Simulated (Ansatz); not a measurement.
# Strain and the gap of AlN (wurtzite)

AlN in the wurtzite structure, relaxed with r2SCAN in Ansatz. The symmetry is P6_3mc (No. 186, hexagonal); conventional cell a = 3.107 Å, c = 4.979 Å, 10.40 Å³ an atom. Al has 4 N at 1.89–1.90 Å; N has 4 Al at 1.89–1.90 Å.

The axes x, y and z are those of this cell:
```yaml
crystal:
  lattice:
    - [3.10669, 0.00000, 0.00000]
    - [-1.55335, 2.69048, 0.00000]
    - [0.00000, 0.00000, 4.97859]
  atoms:
    - { symbol: Al, position: [0.33333, 0.66667, 0.99670] }
    - { symbol: Al, position: [0.66667, 0.33333, 0.49670] }
    - { symbol: N, position: [0.33333, 0.66667, 0.37830] }
    - { symbol: N, position: [0.66667, 0.33333, 0.87830] }
```

Unstrained: The PBE gap is direct at Γ: 4.232 eV. With r2SCAN the gap is 4.880 eV and direct, at Γ. HSE06 gives a direct gap of 5.599 eV at Γ. Meshes: PBE 12×12×6, r2SCAN 12×12×6, HSE06 6×6×4. Strains are changes of length per length, and xy shears are angles. After each strain the atoms were relaxed again with r2SCAN within the symmetry that the strain leaves, so tilts or polar shifts that break it weren't tested; points keep the names that they have in the unstrained zone. Calculated for a static, non-magnetic cell.

Changes of the least gap in eV (an overlap counts as a negative gap):
```
                                     strain  volume change (%)  space group     PBE  r2SCAN   HSE06  energy rise, r2SCAN (meV/atom)
           isotropic -5.0 % on every length              -14.3       P6_3mc  +0.875  +0.909  +0.854                           178.0
xy shear, engineering strain (angle) +5.0 %               -0.1         P2_1  -0.019  -0.020  -0.020                            11.0
                    uniaxial +3.0 % along z               +3.0       P6_3mc  -0.172  -0.176  -0.179                            11.2
                    uniaxial +0.5 % along x               +0.5       Cmc2_1  -0.056  -0.059  -0.060                             0.3
```

Isotropic -5.0 % on every length. HSE06: the gap goes from 5.599 to 6.453 eV (+0.854 eV); it turns from direct (Γ) to indirect (Γ → K); with r2SCAN the top three valence levels at Γ, grouped 1+2 from the top over 223 meV, become 1+2 over 284 meV. Stress change with r2SCAN, compression positive: xx +44.90, yy +44.90, zz +40.55 GPa.

Xy shear, engineering strain (angle) +5.0 %. HSE06: the gap goes from 5.599 to 5.579 eV (-0.020 eV). Stress change with r2SCAN, compression positive: xx -0.37, yy +0.60, zz -0.21, xy -6.75 GPa.

Uniaxial +3.0 % along z, other directions held. HSE06: the gap goes from 5.599 to 5.420 eV (-0.179 eV); with r2SCAN the top three valence levels at Γ, grouped 1+2 from the top over 223 meV, become 2+1 over 32 meV. Stress change with r2SCAN, compression positive: xx -2.66, yy -2.66, zz -11.44 GPa.

Uniaxial +0.5 % along x, other directions held. HSE06: the gap goes from 5.599 to 5.539 eV (-0.060 eV); with r2SCAN the top three valence levels at Γ, grouped 1+2 from the top over 223 meV, become 1+1+1 over 259 meV. Stress change with r2SCAN, compression positive: xx -2.02, yy -0.68, zz -0.53 GPa.

The meshes of the hybrids are coarse, so their gaps aren't converged to the digits shown.

The splittings at Γ are without spin-orbit coupling, which regroups them where it is of like size or larger.
